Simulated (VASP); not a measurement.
# Os (Fm-3m) in VASP: further runs

Aim: see how the results for Os move with the level of theory and the settings. Levels: PBE+D3(BJ), PBEsol. Tasks: relaxation of cell and atoms.

Everything below comes from runs of VASP 6.6.1. Logs are shortened: lines on timing, memory, paths and dates and some standing lists are left out, and cuts for length are marked.

**1. Starting point**

The structure is cubic, space group Fm-3m (No. 225). The conventional cell has a = 3.826 Å, b = 3.826 Å, c = 3.826 Å, α = 90.00°, β = 90.00°, γ = 90.00°. Around Os (site symmetry m-3m) lie 12 Os at 2.71 Å.

This isn't the form of Os at room conditions, which is hcp.

**2. Relaxation of cell and atoms, PBE+D3(BJ)**

File INCAR:

```
SYSTEM = Os
PREC = Accurate ; ENCUT = 600
EDIFF = 1E-7 ; ISMEAR = 0
SIGMA = 0.1 ; LREAL = .False.
LASPH = .True. ; NELM = 80
ALGO = Normal ; ISIF = 3
LWAVE = .False. ; LCHARG = .False.
GGA = PE ; IVDW = 12
IBRION = 2 ; NSW = 90
EDIFFG = -0.005
```

File KPOINTS:

```
regular mesh
0
Gamma
  18 18 18
  0 0 0
```

File POSCAR:

```
Os
1.0
    0.0000000000      1.9129311800      1.9129311800
    1.9129311800      0.0000000000      1.9129311800
    1.9129311800      1.9129311800      0.0000000000
Os
1
Direct
    0.0000000000      0.0000000000      0.0000000000
```

Potentials or basis: VASP PAW PBE potentials, release 64 (Os).

Command:

```bash
> cat potpaw_PBE.64/Os/POTCAR > POTCAR
> mpirun -np 1 vasp_std > vasp.out
```

OUTCAR:

```text
SYSTEM = Os
   PREC = Accurate
   ENCUT = 600
   EDIFF = 1E-7
   ISMEAR = 0
   LREAL = .False.
   LASPH = .True.
   NELM = 80
   ISIF = 3
   GGA = PE
   IVDW = 12
   IBRION = 2
   NSW = 90
   EDIFFG = -0.005
 IVDW          = 12

 ion  position               nearest neighbor table
   1  0.000  0.000  0.000-

  LATTYP: Found a face centered cubic cell.
 ALAT       =     3.8258623600

  Lattice vectors:

 A1 = (   0.0000000000,   1.9129311800,   1.9129311800)
 A2 = (   1.9129311800,   0.0000000000,   1.9129311800)
 A3 = (   1.9129311800,   1.9129311800,   0.0000000000)

Analysis of symmetry for initial positions (statically):
=====================================================================
 Subroutine PRICEL returns:
 Original cell was already a primitive cell.

 Routine SETGRP: Setting up the symmetry group for a
 face centered cubic supercell.

 Subroutine GETGRP returns: Found 48 space group operations
 (whereof 48 operations were pure point group operations)
 out of a pool of 48 trial point group operations.

The static configuration has the point symmetry O_h .

Analysis of symmetry for dynamics (positions and initial velocities):
=====================================================================
 Subroutine PRICEL returns:
 Original cell was already a primitive cell.

 Routine SETGRP: Setting up the symmetry group for a
 face centered cubic supercell.

 Subroutine GETGRP returns: Found 48 space group operations
 (whereof 48 operations were pure point group operations)
 out of a pool of 48 trial point group operations.

The dynamic configuration has the point symmetry O_h .

 Subroutine INISYM returns: Found 48 space group operations
 (whereof 48 operations are pure point group operations),
 and found     1 'primitive' translations

----------------------------------------------------------------------------------------

                                     Primitive cell

  volume of cell :      14.0000

  direct lattice vectors                    reciprocal lattice vectors
     0.000000000  1.912931180  1.912931180    -0.261378980  0.261378980  0.261378980
     1.912931180  0.000000000  1.912931180     0.261378980 -0.261378980  0.261378980
     1.912931180  1.912931180  0.000000000     0.261378980  0.261378980 -0.261378980

  length of vectors
     2.705293219  2.705293219  2.705293219     0.452721673  0.452721673  0.452721673

  position of ions in fractional coordinates (direct lattice)
     0.000000000  0.000000000  0.000000000

  ion indices of the primitive-cell ions
   primitive index   ion index
                 1           1

----------------------------------------------------------------------------------------

 KPOINTS: regular mesh

Automatic generation of k-mesh.
 Grid dimensions read from file:
 generate k-points for:   18   18   18

 Generating k-lattice:

  Cartesian coordinates                     Fractional coordinates (reciprocal lattice)
    -0.014521054  0.014521054  0.014521054     0.055555556  0.000000000  0.000000000
     0.014521054 -0.014521054  0.014521054     0.000000000  0.055555556  0.000000000
     0.014521054  0.014521054 -0.014521054     0.000000000  0.000000000  0.055555556

  Length of vectors
     0.025151204  0.025151204  0.025151204

  Shift w.r.t. Gamma in fractional coordinates (k-lattice)
     0.000000000  0.000000000  0.000000000

 Subroutine IBZKPT returns following result:
 ===========================================

 Found    195 irreducible k-points:

 Following reciprocal coordinates:
            Coordinates               Weight
  0.000000  0.000000  0.000000      1.000000
  0.055556  0.000000  0.000000      8.000000
  0.111111  0.000000  0.000000      8.000000
  0.166667  0.000000  0.000000      8.000000
  0.222222  0.000000  0.000000      8.000000
  0.277778  0.000000  0.000000      8.000000
[... 16 lines left out ...]
 -0.277778  0.055556  0.000000     24.000000
 -0.222222  0.055556  0.000000     24.000000
 [... further k-points ...]
   k-points           NKPTS =    195   k-points in BZ     NKDIM =    195   number of bands    NBANDS=      8
   number of dos      NEDOS =    301   number of ions     NIONS =      1
   total plane-waves  NPLWV =  13824
   dimension x,y,z NGX =    24 NGY =   24 NGZ =   24
   dimension x,y,z NGXF=    48 NGYF=   48 NGZF=   48
   ions per type =               1
   NGX,Y,Z   is equivalent  to a cutoff of  14.75, 14.75, 14.75 a.u.
   NGXF,Y,Z  is equivalent  to a cutoff of  29.50, 29.50, 29.50 a.u.
 SYSTEM =  Os
   PREC   = accura    normal or accurate (medium, high low for compatibility)
   ISTART =      0    job   : 0-new  1-cont  2-samecut
   ICHARG =      2    charge: 1-file 2-atom 10-const
   ISPIN  =      1    spin polarized calculation?
   LNONCOLLINEAR =      F non collinear calculations
   LSORBIT =      F    spin-orbit coupling
   LASPH  =      T    aspherical Exc in radial PAW
   ENCUT  =  600.0 eV  44.10 Ry    6.64 a.u.   5.40  5.40  5.40*2*pi/ulx,y,z
   NELM   =     80;   NELMIN=  2; NELMDL= -5     # of ELM steps
   EDIFF  = 0.1E-06   stopping-criterion for ELM
   LREAL  =      F    real-space projection
   EDIFFG = -.5E-02   stopping-criterion for IOM
   NSW    =     90    number of steps for IOM
   IBRION =      2    ionic relax: 0-MD 1-quasi-New 2-CG
   NFREE  =      1    steps in history (QN), initial steepest desc. (CG)
   ISIF   =      3    stress and relaxation
   ISYM   =      2    0-nonsym 1-usesym 2-fastsym
   POTIM  = 0.5000    time-step for ionic-motion
   TEBEG  =    0.0;   TEEND  =   0.0 temperature during run
   PSTRESS=    0.0 pullay stress
   NELECT =       8.0000    total number of electrons
   NUPDOWN=      -1.0000    fix difference up-down
   EMIN   =  10.00;   EMAX   =-10.00  energy-range for DOS
   EFERMI =   0.00;   METHOD = LEGACY
   ISMEAR =     0;   SIGMA  =   0.10  broadening in eV -4-tet -1-fermi 0-gaus
   EFERMI_NEDOS =   21; number of points for ismear=-14 and -15
   IALGO  =     38    algorithm
   IMIX   =      4    mixing-type and parameters
     AMIX     =   0.40;   BMIX     =  1.00
     AMIX_MAG =   1.60;   BMIX_MAG =  1.00
  volume/ion in A,a.u.               =      14.00        94.48
  Fermi-wavevector in a.u.,A,eV,Ry     =   1.358508  2.567208 25.110144  1.845544
  Thomas-Fermi vector in A             =   2.485335
   LORBIT       =      0    0 simple, 1 ext, 2 COOP (PROOUT), +10 PAW based schemes
   GGA     = PE    functional components
   LHFCALC =     F    Hartree Fock is set to
   AEXX    =    0.0000 exact exchange contribution
   IVDW    =    12    specifies the selected vdW correction
   LEPSILON=     F    determine dielectric tensor
   LRPA    =     F    only Hartree local field effects (RPA)
 conjugate gradient relaxation of ions
 non-spin polarized calculation
 Gauss-broadening in eV      SIGMA  =   0.10
  energy-cutoff  :      600.00
  volume of cell :       14.00
 maximum number of plane-waves:       489
 NGX is ok and might be reduce to    24
   NGX = 11   NGY = 11   NGZ = 11

--------------------------------------- Ionic step        1  -------------------------------------------

 number of electron       8.0000000 magnetization

 Free energy of the ion-electron system (eV)
  ---------------------------------------------------
  ext. energy  EPLUGINS =         0.00000000
  ---------------------------------------------------
  free energy    TOTEN  =       -11.10609790 eV

  energy without entropy =      -11.10216037  energy(sigma->0) =      -11.10412914

------------------------ aborting loop because EDIFF is reached ----------------------------------------

 Edisp (eV)   -0.65376

 E8    (eV) :    -0.3213

  FORCE on cell =-STRESS in cart. coord.  units (eV):
  Direction    XX          YY          ZZ          XY          YZ          ZX
  --------------------------------------------------------------------------------------
  -------------------------------------------------------------------------------------
  Total       0.18969     0.18969     0.18969     0.00000    -0.00000     0.00000
  in kB      21.70888    21.70888    21.70888     0.00000    -0.00000     0.00000
  external pressure =       21.71 kB  Pullay stress =        0.00 kB

 VOLUME and BASIS-vectors are now :
 -----------------------------------------------------------------------------
  energy-cutoff  :      600.00
  volume of cell :       14.00
      direct lattice vectors                 reciprocal lattice vectors
     0.000000000  1.912931180  1.912931180    -0.261378980  0.261378980  0.261378980
     1.912931180  0.000000000  1.912931180     0.261378980 -0.261378980  0.261378980
     1.912931180  1.912931180  0.000000000     0.261378980  0.261378980 -0.261378980
[... 40 lines left out ...]
 POSITION                                       TOTAL-FORCE (eV/Angst)
 -----------------------------------------------------------------------------------
      1.93044      1.93044      0.00000         0.000000      0.000000      0.000000
 -----------------------------------------------------------------------------------
    total drift:                                0.000000      0.000000     -0.000000

  FREE ENERGIE OF THE ION-ELECTRON SYSTEM (eV)
  ---------------------------------------------------
  free  energy   TOTEN  =       -11.7513398285 eV

  energy  without entropy=      -11.7472715758  energy(sigma->0) =      -11.74930570

--------------------------------------- Ionic step        3  -------------------------------------------

 number of electron       8.0000000 magnetization

 Free energy of the ion-electron system (eV)
  ---------------------------------------------------
  ext. energy  EPLUGINS =         0.00000000
  ---------------------------------------------------
  free energy    TOTEN  =       -11.10999088 eV

  energy without entropy =      -11.10603140  energy(sigma->0) =      -11.10801114

 E-fermi :   9.2236     XC(G=0): -14.0220

 val. band max:        9.1836547172   @ k =  -0.3889   0.3333   0.0000
 cond. band min:       9.2288293138   @ k =  -0.2222   0.2778   0.0556
 fundamental gap:      0.0451745966
 Fermi energy:         9.2236264451

 k-point     1 :       0.0000    0.0000    0.0000
  band No.  band energies     occupation
      1      -1.5133      2.00000
      2       6.2847      2.00000
      3       6.2847      2.00000
      4       6.2847      2.00000
      5       9.3105      0.21947
      6       9.3105      0.21946
      7      23.5159      0.00000
      8      29.3012      0.00000

 k-point     2 :       0.0556    0.0000    0.0000
  band No.  band energies     occupation
      1      -1.3691      2.00000
      2       6.1961      2.00000
      3       6.3508      2.00000
      4       6.3508      2.00000
      5       9.2618      0.58903
      6       9.2618      0.58903
      7      23.7860      0.00000
      8      28.5410      0.00000
[... 221 lines left out ...]
 k-point    23 :      -0.2778    0.0556    0.0000
  band No.  band energies     occupation
      1       1.3752      2.00000
      2       5.7899      2.00000
      3       6.5802      2.00000
      4       6.7142      2.00000
      5       9.4956      0.00012
      6      10.5387      0.00000
      7      22.5046      0.00000
      8      26.3340      0.00000

 k-point    24 :      -0.2222    0.0556    0.0000
  band No.  band energies     occupation
      1       0.7878      2.00000
      2       5.4651      2.00000
      3       6.7602      2.00000
      4       6.8744      2.00000
      5       8.9415      1.99993
      6       9.9284      0.00000
      7      23.8087      0.00000
      8      26.9715      0.00000

 [... further k-points ...]

------------------------ aborting loop because EDIFF is reached ----------------------------------------

 Edisp (eV)   -0.65034

 E8    (eV) :    -0.3196

  FORCE on cell =-STRESS in cart. coord.  units (eV):
  Direction    XX          YY          ZZ          XY          YZ          ZX
  --------------------------------------------------------------------------------------
  -------------------------------------------------------------------------------------
  Total      -0.00001    -0.00001    -0.00001     0.00000    -0.00000     0.00000
  in kB      -0.00132    -0.00132    -0.00132     0.00000    -0.00000     0.00000
  external pressure =       -0.00 kB  Pullay stress =        0.00 kB

 VOLUME and BASIS-vectors are now :
 -----------------------------------------------------------------------------
  energy-cutoff  :      600.00
  volume of cell :       14.07
      direct lattice vectors                 reciprocal lattice vectors
     0.000000000  1.916180945  1.916180945    -0.260935692  0.260935692  0.260935692
     1.916180945  0.000000000  1.916180945     0.260935692 -0.260935692  0.260935692
     1.916180945  1.916180945  0.000000000     0.260935692  0.260935692 -0.260935692

 POSITION                                       TOTAL-FORCE (eV/Angst)
 -----------------------------------------------------------------------------------
      0.00000      0.00000      0.00000         0.000000     -0.000000      0.000000
 -----------------------------------------------------------------------------------
    total drift:                               -0.000000      0.000000     -0.000000

  FREE ENERGIE OF THE ION-ELECTRON SYSTEM (eV)
  ---------------------------------------------------
  free  energy   TOTEN  =       -11.7603310895 eV

  energy  without entropy=      -11.7563716092  energy(sigma->0) =      -11.75835135

 reached required accuracy - stopping structural energy minimisation
```

It took 33 s on 1 thread of Intel Xeon Platinum 8488C (Sapphire Rapids), shared host; peak memory 0.17 GiB.

Results:

```yaml
Free_energy: -11.7603 eV
Relaxed_volume: 14.07 Å³/atom
Relaxed_cell: a = 2.710 Å, b = 2.710 Å, c = 2.710 Å, α = 60.00°, β = 60.00°, γ = 60.00°
Space_group_after_relaxing_to_0.05_Å: Fm-3m (No. 225)
Energy_gained_by_relaxing: 0.5 meV/atom
Ionic_steps: 3
Pressure_after_relaxing: 0.0 GPa
Band_gap_on_the_k_mesh: none (metal or under the smearing width)
Dispersion_energy_per_atom: -0.650 eV
```

The path:
| step | energy change (eV) | largest force (eV/Å) | pressure (GPa) | volume (Å³) |
| --- | --- | --- | --- | --- |
| 1 | 0.0000 | 0.0000 | 2.17 | 14.00 |
| 2 | 0.0085 | 0.0000 | -8.86 | 14.39 |
| 3 | -0.0005 | 0.0000 | 0.00 | 14.07 |

Final structure:
```
CELL_PARAMETERS angstrom
0.00000 1.91618 1.91618
1.91618 0.00000 1.91618
1.91618 1.91618 0.00000
ATOMIC_POSITIONS crystal
Os 0.00000 0.00000 0.00000
```

Caveat: pairwise dispersion overbinds metals, which lowers pressure and volume. The run has no spin-orbit coupling, so splittings on Os are missing.

(Part 1 of 2 ends here.)
